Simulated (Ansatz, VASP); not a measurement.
Two plane-wave programs on NaH

The input POSCAR:

```
NaH
1.0
    2.8073678000      0.0000000000      0.0000000000
    0.0000000000      2.8073678000      0.0000000000
    0.0000000000      0.0000000000      2.9551240000
Na H
1 1
Direct
    0.0000000000      0.0000000000      0.0000000000
    0.5000000000      0.5000000000      0.5000000000
```

INCAR.step1

```
SYSTEM = NaH
  ALGO = Normal
  EDIFF = 1E-4
  ENCUT = 520
  GGA = PE
  ISMEAR = 0
  LASPH = .TRUE.
  LCHARG = .FALSE.
  LREAL = .FALSE.
  LWAVE = .TRUE.
  NBANDS = 11
  NELM = 100
  PREC = Accurate
  SIGMA = 0.05
```

File INCAR.step2:

```
SYSTEM = NaH
  ALGO = Normal
  EDIFF = 1E-6
  ENCUT = 520
  ISIF = 2
  ISMEAR = 0
  ISTART = 1
  LASPH = .TRUE.
  LCHARG = .TRUE.
  LELF = .TRUE.
  LMIXTAU = .TRUE.
  LREAL = .FALSE.
  LVHAR = .TRUE.
  LWAVE = .FALSE.
  METAGGA = R2SCAN
  NBANDS = 11
  NELM = 100
  PREC = Accurate
  SIGMA = 0.05
```

KPOINTS

```
k-points
0
G
  10 10 10
  0 0 0
```

Input for Ansatz:

```yaml
crystal:
  lattice:
    - [2.8073678, 0.0, 0.0]
    - [0.0, 2.8073678, 0.0]
    - [0.0, 0.0, 2.955124]
  atoms:
    - { symbol: Na, position: [0.0, 0.0, 0.0] }
    - { symbol: H, position: [0.5, 0.5, 0.5] }
basis:
  ecutwfc: 500
kpoints:
  mp_grid: { grid: [10, 10, 10] }
hamiltonian:
  xc: r2scan
scf:
  occupations: { method: gaussian, width: 0.05 }
output:
  forces: true
  stress: true
  eigenvalues: true
```

Change from the starting cell: strain -0.050 along x and y, +0.000 along z, atoms carried along.

Alike in both runs: task single point; functional r2SCAN; k mesh 10 × 10 × 10; occupations gaussian, width 0.05 eV; no spin polarisation.

```csv
,VASP,Ansatz
version,VASP 6.6.1,Ansatz 0.2.0
potentials or method,"VASP PAW PBE potentials, release 64 (Na_pv, H)","scalar-relativistic, plane waves, PAW"
plane-wave cutoff (eV),520,500
valence electrons in the cell,8,10
```

|  | VASP | Ansatz | Ansatz less VASP |
| --- | --- | --- | --- |
| gap on the k mesh at the Fermi level (eV) | 1.26 | 1.25 | -0.015 |
| least direct gap on the mesh (eV) | 5.31 | 5.31 | -0.007 |
| pressure (GPa) | 2.1 | 2.4 | +0.26 |
| largest component of the traceless stress (GPa) | 4.51 | 4.60 | +0.085 |

The two sets of potentials don't hold the same shells in valence.

Caveats: the PAW data sets were made with another functional, which shifts forces and pressure a little (VASP). A k mesh can miss the band edges.
